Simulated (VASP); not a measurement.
# Ir (Fm-3m) in VASP: a series of runs

One crystal, Ir, is run at these levels: PBE; tasks: single point.

Program: VASP 6.6.1. These are calculated values, not measurements. Logs are shortened: lines on timing, memory, paths and dates and some standing lists are left out, and cuts for length are marked.

**1. The undisturbed crystal**

It takes space group Fm-3m (No. 225, cubic). Conventional cell: a = 3.831 Å, b = 3.831 Å, c = 3.831 Å, α = 90.00°, β = 90.00°, γ = 90.00°. Ir (site symmetry m-3m) is surrounded by 12 Ir at 2.71 Å.

**2. Single point, PBE (a relaxed cell with its volume scaled by 1.03)**

INCAR reads:

```
SYSTEM = Ir
PREC = Accurate
ENCUT = 520
EDIFF = 1E-7
ISMEAR = 0
SIGMA = 0.1
LREAL = .FALSE.
LASPH = .TRUE.
NELM = 80
ALGO = Normal
ISIF = 2
LWAVE = .FALSE.
LCHARG = .FALSE.
GGA = PE
NBANDS = 10
```

KPOINTS reads:

```
Automatic mesh
0
G
  18 18 18
  0 0 0
```

POSCAR reads:

```
Ir                                      
1.0
    0.0000000000      1.9564906573      1.9564906573
    1.9564906573      0.0000000000      1.9564906573
    1.9564906573      1.9564906573      0.0000000000
  Ir            
     1
Direct
     0.0000000000000000    0.0000000000000000    0.0000000000000000
```

Potentials or basis: VASP PAW PBE potentials, release 64 (Ir).

The run is started by

```bash
$ cat potpaw_PBE.64/Ir/POTCAR > POTCAR
$ mpirun -np 1 vasp_std > vasp.out
```

OUTCAR:

```text
SYSTEM = Ir
   PREC = Accurate
   ENCUT = 520
   EDIFF = 1E-7
   ISMEAR = 0
   LREAL = .FALSE.
   LASPH = .TRUE.
   NELM = 80
   ISIF = 2
   GGA = PE

 ion  position               nearest neighbor table
   1  0.000  0.000  0.000-

  LATTYP: Found a face centered cubic cell.
 ALAT       =     3.9129813146

  Lattice vectors:

 A1 = (   0.0000000000,   1.9564906573,   1.9564906573)
 A2 = (   1.9564906573,   0.0000000000,   1.9564906573)
 A3 = (   1.9564906573,   1.9564906573,   0.0000000000)

Analysis of symmetry for initial positions (statically):
=====================================================================
 Subroutine PRICEL returns:
 Original cell was already a primitive cell.

 Routine SETGRP: Setting up the symmetry group for a
 face centered cubic supercell.

 Subroutine GETGRP returns: Found 48 space group operations
 (whereof 48 operations were pure point group operations)
 out of a pool of 48 trial point group operations.

The static configuration has the point symmetry O_h .

Analysis of symmetry for dynamics (positions and initial velocities):
=====================================================================
 Subroutine PRICEL returns:
 Original cell was already a primitive cell.

 Routine SETGRP: Setting up the symmetry group for a
 face centered cubic supercell.

 Subroutine GETGRP returns: Found 48 space group operations
 (whereof 48 operations were pure point group operations)
 out of a pool of 48 trial point group operations.

The dynamic configuration has the point symmetry O_h .

 Subroutine INISYM returns: Found 48 space group operations
 (whereof 48 operations are pure point group operations),
 and found     1 'primitive' translations

----------------------------------------------------------------------------------------

                                     Primitive cell

  volume of cell :      14.9783

  direct lattice vectors                    reciprocal lattice vectors
     0.000000000  1.956490657  1.956490657    -0.255559615  0.255559615  0.255559615
     1.956490657  0.000000000  1.956490657     0.255559615 -0.255559615  0.255559615
     1.956490657  1.956490657  0.000000000     0.255559615  0.255559615 -0.255559615

  length of vectors
     2.766895622  2.766895622  2.766895622     0.442642238  0.442642238  0.442642238

  position of ions in fractional coordinates (direct lattice)
     0.000000000  0.000000000  0.000000000

  ion indices of the primitive-cell ions
   primitive index   ion index
                 1           1

----------------------------------------------------------------------------------------

 KPOINTS: Automatic mesh

Automatic generation of k-mesh.
 Grid dimensions read from file:
 generate k-points for:   18   18   18

 Generating k-lattice:

  Cartesian coordinates                     Fractional coordinates (reciprocal lattice)
    -0.014197756  0.014197756  0.014197756     0.055555556  0.000000000  0.000000000
     0.014197756 -0.014197756  0.014197756     0.000000000  0.055555556  0.000000000
     0.014197756  0.014197756 -0.014197756     0.000000000  0.000000000  0.055555556

  Length of vectors
     0.024591235  0.024591235  0.024591235

  Shift w.r.t. Gamma in fractional coordinates (k-lattice)
     0.000000000  0.000000000  0.000000000

 Subroutine IBZKPT returns following result:
 ===========================================

 Found    195 irreducible k-points:

 Following reciprocal coordinates:
            Coordinates               Weight
  0.000000  0.000000  0.000000      1.000000
  0.055556  0.000000  0.000000      8.000000
  0.111111  0.000000  0.000000      8.000000
  0.166667  0.000000  0.000000      8.000000
  0.222222  0.000000  0.000000      8.000000
  0.277778  0.000000  0.000000      8.000000
[... 16 lines left out ...]
 -0.277778  0.055556  0.000000     24.000000
 -0.222222  0.055556  0.000000     24.000000
 [... further k-points ...]
   k-points           NKPTS =    195   k-points in BZ     NKDIM =    195   number of bands    NBANDS=     10
   number of dos      NEDOS =    301   number of ions     NIONS =      1
   total plane-waves  NPLWV =  13824
   dimension x,y,z NGX =    24 NGY =   24 NGZ =   24
   dimension x,y,z NGXF=    48 NGYF=   48 NGZF=   48
   ions per type =               1
   NGX,Y,Z   is equivalent  to a cutoff of  14.42, 14.42, 14.42 a.u.
   NGXF,Y,Z  is equivalent  to a cutoff of  28.84, 28.84, 28.84 a.u.
 SYSTEM =  Ir
   PREC   = accura    normal or accurate (medium, high low for compatibility)
   ISTART =      0    job   : 0-new  1-cont  2-samecut
   ICHARG =      2    charge: 1-file 2-atom 10-const
   ISPIN  =      1    spin polarized calculation?
   LNONCOLLINEAR =      F non collinear calculations
   LSORBIT =      F    spin-orbit coupling
   LASPH  =      T    aspherical Exc in radial PAW
   ENCUT  =  520.0 eV  38.22 Ry    6.18 a.u.   5.14  5.14  5.14*2*pi/ulx,y,z
   NELM   =     80;   NELMIN=  2; NELMDL= -5     # of ELM steps
   EDIFF  = 0.1E-06   stopping-criterion for ELM
   LREAL  =      F    real-space projection
   EDIFFG = 0.1E-05   stopping-criterion for IOM
   NSW    =      0    number of steps for IOM
   IBRION =     -1    ionic relax: 0-MD 1-quasi-New 2-CG
   NFREE  =      0    steps in history (QN), initial steepest desc. (CG)
   ISIF   =      2    stress and relaxation
   ISYM   =      2    0-nonsym 1-usesym 2-fastsym
   POTIM  = 0.5000    time-step for ionic-motion
   TEBEG  =    0.0;   TEEND  =   0.0 temperature during run
   PSTRESS=    0.0 pullay stress
   NELECT =       9.0000    total number of electrons
   NUPDOWN=      -1.0000    fix difference up-down
   EMIN   =  10.00;   EMAX   =-10.00  energy-range for DOS
   EFERMI =   0.00;   METHOD = LEGACY
   ISMEAR =     0;   SIGMA  =   0.10  broadening in eV -4-tet -1-fermi 0-gaus
   EFERMI_NEDOS =   21; number of points for ismear=-14 and -15
   IALGO  =     38    algorithm
   IMIX   =      4    mixing-type and parameters
     AMIX     =   0.40;   BMIX     =  1.00
     AMIX_MAG =   1.60;   BMIX_MAG =  1.00
  volume/ion in A,a.u.               =      14.98       101.08
  Fermi-wavevector in a.u.,A,eV,Ry     =   1.381448  2.610558 25.965341  1.908399
  Thomas-Fermi vector in A             =   2.506231
   LORBIT       =      0    0 simple, 1 ext, 2 COOP (PROOUT), +10 PAW based schemes
   GGA     = PE    functional components
   LHFCALC =     F    Hartree Fock is set to
   AEXX    =    0.0000 exact exchange contribution
   IVDW    =     0    specifies the selected vdW correction
   LEPSILON=     F    determine dielectric tensor
   LRPA    =     F    only Hartree local field effects (RPA)
 non-spin polarized calculation
 Gauss-broadening in eV      SIGMA  =   0.10
  energy-cutoff  :      520.00
  volume of cell :       14.98
 maximum number of plane-waves:       419
 NGX is ok and might be reduce to    24
   NGX = 11   NGY = 11   NGZ = 11

 number of electron       9.0000001 magnetization

 Free energy of the ion-electron system (eV)
  ---------------------------------------------------
  ext. energy  EPLUGINS =         0.00000000
  ---------------------------------------------------
  free energy    TOTEN  =        -8.83905082 eV

  energy without entropy =       -8.83333011  energy(sigma->0) =       -8.83619047

 E-fermi :   9.4662     XC(G=0): -13.6499

 val. band max:        9.4659055022   @ k =   0.5000   0.2222   0.1111
 cond. band min:       9.4688359535   @ k =   0.3333   0.1111   0.0556
 fundamental gap:      0.0029304513
 Fermi energy:         9.4661539914

 k-point     1 :       0.0000    0.0000    0.0000
  band No.  band energies     occupation
      1      -1.0722      2.00000
      2       5.8811      2.00000
      3       5.8811      2.00000
      4       5.8811      2.00000
      5       8.3345      2.00000
      6       8.3345      2.00000
      7      23.8664      0.00000
      8      29.1156      0.00000
      9      29.1156      0.00000
     10      29.1156      0.00000

 k-point     2 :       0.0556    0.0000    0.0000
  band No.  band energies     occupation
      1      -0.9427      2.00000
      2       5.8143      2.00000
      3       5.9365      2.00000
      4       5.9365      2.00000
      5       8.3001      2.00000
      6       8.3001      2.00000
      7      24.0839      0.00000
      8      28.3871      0.00000
      9      29.3224      0.00000
     10      29.3224      0.00000

 k-point     3 :       0.1111    0.0000    0.0000
  band No.  band energies     occupation
      1      -0.5664      2.00000
      2       5.6422      2.00000
      3       6.0815      2.00000
      4       6.0815      2.00000
      5       8.2256      2.00000
      6       8.2256      2.00000
      7      24.6801      0.00000
      8      26.9458      0.00000
      9      29.9226      0.00000
     10      29.9226      0.00000

 k-point     4 :       0.1667    0.0000    0.0000
  band No.  band energies     occupation
      1       0.0140      2.00000
      2       5.4449      2.00000
      3       6.2444      2.00000
      4       6.2444      2.00000
      5       8.1999      2.00000
      6       8.1999      2.00000
      7      25.3210      0.00000
      8      25.5170      0.00000
      9      30.8535      0.00000
     10      30.8535      0.00000
[... 222 lines left out ...]
 k-point    22 :      -0.3333    0.0556    0.0000
  band No.  band energies     occupation
      1       1.9320      2.00000
      2       5.9727      2.00000
      3       6.1023      2.00000
      4       6.3368      2.00000
      5       9.0950      2.00000
      6       9.9132      0.00000
      7      19.6709      0.00000
      8      24.6767      0.00000
      9      29.4957      0.00000
     10      31.5277      0.00000

 k-point    23 :      -0.2778    0.0556    0.0000
  band No.  band energies     occupation
      1       1.6214      2.00000
      2       5.5677      2.00000
      3       6.1700      2.00000
      4       6.2686      2.00000
      5       8.5283      2.00000
      6       9.3570      1.87730
      7      21.5757      0.00000
      8      25.5261      0.00000
      9      30.4512      0.00000
     10      32.7599      0.00000

 k-point    24 :      -0.2222    0.0556    0.0000
  band No.  band energies     occupation
      1       1.0438      2.00000
      2       5.2649      2.00000
      3       6.3038      2.00000
      4       6.3889      2.00000
      5       8.0856      2.00000
      6       8.8641      2.00000
      7      23.3245      0.00000
      8      26.1094      0.00000
      9      30.8511      0.00000
     10      32.1259      0.00000

 [... further k-points ...]

------------------------ aborting loop because EDIFF is reached ----------------------------------------

  FORCE on cell =-STRESS in cart. coord.  units (eV):
  Direction    XX          YY          ZZ          XY          YZ          ZX
  --------------------------------------------------------------------------------------
  -------------------------------------------------------------------------------------
  Total       -0.9417942     -0.9417942     -0.9417942      0.0000000      0.0000000      0.0000000
  in kB     -100.7403076   -100.7403076   -100.7403076      0.0000000      0.0000000      0.0000000
  external PRESSURE =    -100.7403076 kB  Pullay stress =       0.0000000 kB

 VOLUME and BASIS-vectors are now :
 -----------------------------------------------------------------------------
  energy-cutoff  :      520.00
  volume of cell :       14.98
      direct lattice vectors                 reciprocal lattice vectors
     0.000000000  1.956490657  1.956490657    -0.255559615  0.255559615  0.255559615
     1.956490657  0.000000000  1.956490657     0.255559615 -0.255559615  0.255559615
     1.956490657  1.956490657  0.000000000     0.255559615  0.255559615 -0.255559615

 POSITION                                       TOTAL-FORCE (eV/Angst)
 -----------------------------------------------------------------------------------
      0.00000      0.00000      0.00000         0.000000     -0.000000      0.000000
 -----------------------------------------------------------------------------------
    total drift:                               -0.000000      0.000000     -0.000000

  FREE ENERGIE OF THE ION-ELECTRON SYSTEM (eV)
  ---------------------------------------------------
  free  energy   TOTEN  =        -8.8390508235 eV

  energy  without entropy=       -8.8333301076  energy(sigma->0) =       -8.83619047
```

Run time: 10 s. Hardware: 1 thread of Intel Xeon 6975P-C (Granite Rapids), shared host; peak memory 0.17 GiB.

What came out:

```
Free energy            : -8.8391 eV
Pressure               : -10.1 GPa
Band gap on the k mesh : none (metal or under the smearing width)
```

**3. Single point, PBE (a relaxed cell with its volume scaled by 0.94)**

INCAR is that of step 2.

KPOINTS is that of step 2.

POSCAR reads:

```
Ir                                      
1.0
    0.0000000000      1.8977601432      1.8977601432
    1.8977601432      0.0000000000      1.8977601432
    1.8977601432      1.8977601432      0.0000000000
  Ir            
     1
Direct
     0.0000000000000000    0.0000000000000000    0.0000000000000000
```

Potentials or basis: VASP PAW PBE potentials, release 64 (Ir).

The run is started by

```bash
$ cat potpaw_PBE.64/Ir/POTCAR > POTCAR
$ mpirun -np 1 vasp_std > vasp.out
```

Wall time 8.5 s (1 thread of Intel Xeon 6975P-C (Granite Rapids), shared host); peak memory 0.15 GiB.

Results (log left out):

```
Free energy            : -8.7923 eV
Pressure               : 24.5 GPa
Band gap on the k mesh : none (metal or under the smearing width)
```

Levels at points of the mesh, in eV from the Fermi level:
```
           k point  band 1  band 2  band 3  band 4  band 5  band 6  band 7  band 8  band 9
(0.00, 0.00, 0.00)  -11.54   -4.14   -4.14   -4.14   -1.30   -1.30   14.21   20.00   20.00
(0.50, 0.00, 0.00)   -8.51   -4.25   -4.25   -0.89    0.92    0.92    7.59   13.76   20.05
(0.50, 0.50, 0.00)   -8.36   -7.77    0.89    1.54    1.54    1.66   10.96   11.83   11.83
```

Caveat: so large a pressure means that the cell lies far from this level's equilibrium, or that cutoff or potentials fall short.
